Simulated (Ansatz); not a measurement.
**Te2Mo: density of states with LDA**

Crystal: Te2Mo.

```xyz
12
Lattice="6.3300 0.0000 0.0000 0.0000 3.4690 0.0000 -0.9468 0.0000 13.8276" Properties=species:S:1:pos:R:3 pbc="T T T"
Te    5.4013    2.6018    8.3588
Te   -0.0181    0.8672    5.4688
Te    4.9099    0.8672   11.7728
Te    0.4733    2.6018    2.0548
Te    1.7550    2.6018   12.3826
Te    3.6282    0.8672    1.4450
Te    2.1916    0.8672    8.9658
Te    3.1917    2.6018    4.8618
Mo    4.2299    2.6018   13.7253
Mo    1.1533    0.8672    0.1023
Mo    3.8493    0.8672    6.8225
Mo    1.5339    2.6018    7.0051
```

- Program: Ansatz 0.2.0
- Task: density of states
- Functional: LDA
- Potentials or basis: Ansatz PAW
- Cutoff: 420 eV (not typed: the program's choice for these potentials)
- k mesh: 3 × 6 × 2
- Occupations: fermi-dirac, width 0.05 eV
- Spin: no spin polarisation

```yaml
Pressure: -3.3 GPa
Largest_force: 0.399 eV/Å
Band_gap_on_the_k_mesh: none (metal or under the smearing width)
Density_of_states_at_the_Fermi_level: 4.43 states/eV per cell
```

Forces in eV/Å, atoms in the order of the input:
```
Te   0.022  0.000 -0.260
Te  -0.022  0.000  0.260
Te  -0.031  0.000  0.363
Te   0.031  0.000 -0.363
Te   0.004  0.000  0.294
Te  -0.004  0.000 -0.294
Te  -0.001  0.000 -0.399
Te   0.001  0.000  0.399
Mo   0.238  0.000  0.031
Mo  -0.238  0.000 -0.031
Mo  -0.296  0.000  0.011
Mo   0.296  0.000 -0.011
```

Stress tensor (GPa, compression positive):
```
-3.18  0.00  0.08
 0.00 -3.33  0.00
 0.08  0.00 -3.45
```

Levels at points of the mesh, in eV from the Fermi level:
```csv
k point,band 89,band 90,band 91,band 92,band 93,band 94,band 95,band 96
"(0.00, 0.00, 0.00)",-0.42,-0.11,0.10,0.13,0.44,0.68,0.92,1.01
"(0.00, 0.00, -0.50)",-0.06,-0.02,-0.01,0.00,0.45,0.56,0.94,1.00
"(0.00, -0.50, 0.00)",-1.50,-1.50,-1.44,-1.44,1.02,1.02,1.15,1.15
"(0.00, -0.50, -0.50)",-1.54,-1.54,-1.45,-1.45,1.01,1.01,1.14,1.14
```

States per cell in windows of 1 eV (zero at the Fermi level; states under -8 eV left out):
| from (eV) | total |
| --- | --- |
| -8.0 | 0.00 |
| -7.0 | 0.00 |
| -6.0 | 4.84 |
| -5.0 | 9.19 |
| -4.0 | 9.92 |
| -3.0 | 11.91 |
| -2.0 | 13.45 |
| -1.0 | 6.40 |
| 0.0 | 5.65 |
| 1.0 | 10.81 |
| 2.0 | 9.28 |
| 3.0 | 6.55 |
| 4.0 | 2.22 |
| 5.0 | 5.97 |
| 6.0 | 7.41 |
| 7.0 | 9.18 |

It took 24 s on 4 threads of Arm Neoverse V2, on a shared host, peak memory 1.5 GiB.

Caveat: the PAW data sets come from PBE, with cores solved anew for the run's functional, which leaves a small shift of forces and pressure; the density of states is complete only up to the lowest level of the last band computed. The run has no spin-orbit coupling, so splittings on Te are missing.
